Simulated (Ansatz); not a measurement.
# Si216Mg: the cost of one run

All numbers are computed with Ansatz 0.2.0 (PAW, plane waves).

### 1 The starting cell

217 atoms (216 Si, 1 Mg); a = 16.298 Å, b = 16.298 Å, c = 16.298 Å, α = 90.00°, β = 90.00°, γ = 90.00°. All atoms were shaken off their sites by about 0.02 Å along each axis; atoms next to an added one may be pushed further to make room. Defect site 1: (0.500, 0.500, 0.500).

Steps to follow: (2) PBEsol relaxation at the single k point (¼, ¼, ¼), on 1 × NVIDIA GB200 with 8 threads of Arm Neoverse-V2; (3) HSE06 single point at the single k point (¼, ¼, ¼), on 1 × NVIDIA GB200 with 8 threads of Arm Neoverse-V2.

### 2 Relaxing the atoms with PBEsol

Contents of in.yaml:

```yaml
crystal:
  lattice:
    - [16.298369, 0.000000, 0.000000]
    - [0.000000, 16.298369, 0.000000]
    - [0.000000, 0.000000, 16.298369]
  atoms:
    - { symbol: Si, position: [0.998741, 0.000173, 0.999777] }
    - { symbol: Si, position: [0.002603, 0.000995, 0.333256] }
    - { symbol: Si, position: [0.999198, 0.000116, 0.667063] }
    - { symbol: Si, position: [0.998185, 0.335580, 0.000222] }
    # ... 36 atom lines left out here ...
    - { symbol: Si, position: [0.417766, 0.415683, 0.415898] }
    # ... 26 atom lines left out here ...
    - { symbol: Si, position: [0.500204, 0.500110, 0.332844] }
    - { symbol: Si, position: [0.502600, 0.499476, 0.666719] }
    # ... 25 atom lines left out here ...
    - { symbol: Si, position: [0.582639, 0.585667, 0.418041] }
    # ... 29 atom lines left out here ...
    - { symbol: Si, position: [0.499245, 0.665516, 0.498885] }
    # ... 23 atom lines left out here ...
    - { symbol: Si, position: [0.584583, 0.416032, 0.583745] }
    # ... 35 atom lines left out here ...
    - { symbol: Si, position: [0.665455, 0.499935, 0.499110] }
    # ... 17 atom lines left out here ...
    - { symbol: Si, position: [0.417790, 0.582546, 0.581297] }
    # ... 13 atom lines left out here ...
    - { symbol: Mg, position: [0.497052, 0.500708, 0.497795] }
  symmetry: { detect: false }
kpoints:
  mp_grid: { grid: [1, 1, 1], shift: [0.25, 0.25, 0.25] }
hamiltonian:
  xc: pbesol
total_charge: 2
scf:
  occupations: { method: fermi_dirac, width: 0.01 }
relax:
  f_tol: 0.03
  max_steps: 80
  escape_saddle: false
  adjacent_minimum: "off"
output:
  forces: true
  eigenvalues: true
  populations: true
  charged_corrections: { epsilon: 11.7 }
```

Command:

```sh
$ ansatz run in.yaml --threads 8 --pin off --max-ram 118750MiB --runs-dir r --events-out ev --progress --plain --backend cuda --devices 0, --max-vram 170GiB
```

Q: Estimate wall time and peak memory on 1 × NVIDIA GB200 with 8 threads of Arm Neoverse-V2, shared host.

About 9.7 s, with a peak of 3 GiB on the host.
